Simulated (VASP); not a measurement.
Write the native input for VASP 6.6.1 that does the following.

```
Task                   : relaxation of cell and atoms
Functional             : PBEsol
Potentials or basis    : VASP PAW PBE potentials, release 64 (Zn, O)
Cutoff                 : 600 eV
k mesh                 : 9 × 9 × 5
Occupations            : gaussian, width 0.03 eV
Spin                   : no spin polarisation
Further INCAR settings : ALGO = Normal; EDIFF = 1e-06; IBRION = 2; EDIFFG = -0.01; NSW = 90; ISIF = 3
```

The structure of ZnO (zincite) lies in POSCAR:

```
ZnO
1.0
    3.2493080000      0.0000000000      0.0000000000
   -1.6246540000      2.8139832727      0.0000000000
    0.0000000000      0.0000000000      5.2057090000
Zn O
2 2
Direct
    0.3333333333      0.6666666667      0.5000000000
    0.6666666667      0.3333333333      0.0000000000
    0.6666666667      0.3333333333      0.3790100000
    0.3333333333      0.6666666667      0.8790100000
```

One way to write it, as run:

INCAR

```
PREC     = Accurate       # precision mode
ENCUT    = 600            # plane-wave cutoff, eV
EDIFF    = 1E-6           # SCF threshold, eV
ISMEAR   = 0              # smearing method
SIGMA    = 0.03           # smearing width, eV
LREAL    = F              # projectors in reciprocal space
LASPH    = T              # aspherical terms in the spheres
NELM     = 80             # most SCF steps
ALGO     = Normal         # electronic algorithm
ISIF     = 3              # what is computed and relaxed
LWAVE    = F              # write WAVECAR
LCHARG   = F              # write CHGCAR
GGA      = PS             # functional
IBRION   = 2              # ionic algorithm
NSW      = 90             # ionic steps
EDIFFG   = -0.01          # ionic threshold
KPAR     = 2
```

KPOINTS

```
regular mesh
0
Gamma
  9 9 5
```

Potentials or basis: VASP PAW PBE potentials, release 64 (Zn, O).

Run with:

```bash
$ cat potpaw_PBE.64/Zn/POTCAR potpaw_PBE.64/O/POTCAR > POTCAR
$ mpirun -np 2 vasp_std > vasp.out
```

It gave:

```json
{"Relaxed volume": "11.84 Å³/atom", "Relaxed cell": "a = 3.236 Å, b = 3.236 Å, c = 5.222 Å, α = 90.00°, β = 90.00°, γ = 120.00°", "Space group after relaxing (to 0.05 Å)": "P6_3mc (No. 186)", "Energy gained by relaxing": "0.4 meV/atom", "Ionic steps": "8", "Pressure after relaxing": "0.0 GPa", "Band gap on the k mesh": "0.68 eV, direct"}
```

Caveat: the PAW data sets were made with another functional, which shifts forces and pressure a little.

It took 93 s on 2 MPI ranks on Intel(R) Xeon(R) Platinum 8259CL CPU @ 2.50GHz (Skylake/Cascade Lake) (shared host), peak memory 0.19 GiB a rank.
